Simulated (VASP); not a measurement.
Write the native input for VASP 6.6.1 that does the following.

```yaml
Task: relaxation of cell and atoms
Functional: PBE
Dispersion: D3(BJ)
Potentials_or_basis: VASP PAW PBE potentials, release 64 (Ge_d)
Cutoff: 600 eV
k_mesh: 10 × 10 × 10
Occupations: gaussian, width 0.03 eV
Spin: no spin polarisation
Further_INCAR_settings: ALGO = Normal; EDIFF = 1e-07; IBRION = 2; EDIFFG = -0.005; NSW = 90; ISIF = 3
```

The structure of Ge lies in POSCAR:

```
Ge                                      
1.0
    0.0000000000      2.8495099885      2.8495099885
    2.8495099885     -0.0000000000      2.8495099885
    2.8495099885      2.8495099885     -0.0000000000
  Ge            
     2
Direct
     0.0000000000000000    0.0000000000000000    0.0000000000000000
     0.2500000000000000    0.2500000000000000    0.2500000000000000
```

One way to write it, as run:

INCAR

```
ALGO = Normal
EDIFF = 1E-7
EDIFFG = -0.005
ENCUT = 600
GGA = PE
IBRION = 2
ISIF = 3
ISMEAR = 0
IVDW = 12
LASPH = True
LCHARG = False
LREAL = False
LWAVE = False
NELM = 80
NSW = 90
PREC = Accurate
SIGMA = 0.03
```

KPOINTS

```
k-points
0
Gamma
  10 10 10
```

Potentials or basis: VASP PAW PBE potentials, release 64 (Ge_d).

Run with:

```bash
$ cat potpaw_PBE.64/Ge_d/POTCAR > POTCAR
$ mpirun -np 1 vasp_std > vasp.out
```

It gave:

```
Relaxed volume                         : 23.13 Å³/atom
Relaxed cell                           : a = 4.029 Å, b = 4.029 Å, c = 4.029 Å, α = 60.00°, β = 60.00°, γ = 60.00°
Space group after relaxing (to 0.05 Å) : Fd-3m (No. 227)
Energy gained by relaxing              : 0.0 meV/atom
Ionic steps                            : 3
Pressure after relaxing                : 0.0 GPa
Band gap on the k mesh                 : none (metal or under the smearing width)
Dispersion energy per atom             : -0.291 eV
```

Caveat: pairwise dispersion overbinds metals, which lowers pressure and volume; this crystal is a semiconductor, whose small gap the functional closes, so the metal is an error of the method.

Run time: 48 s on 1 thread of Intel(R) Xeon(R) Platinum 8559C (Emerald Rapids), with other jobs on the host, peak memory 0.21 GiB.
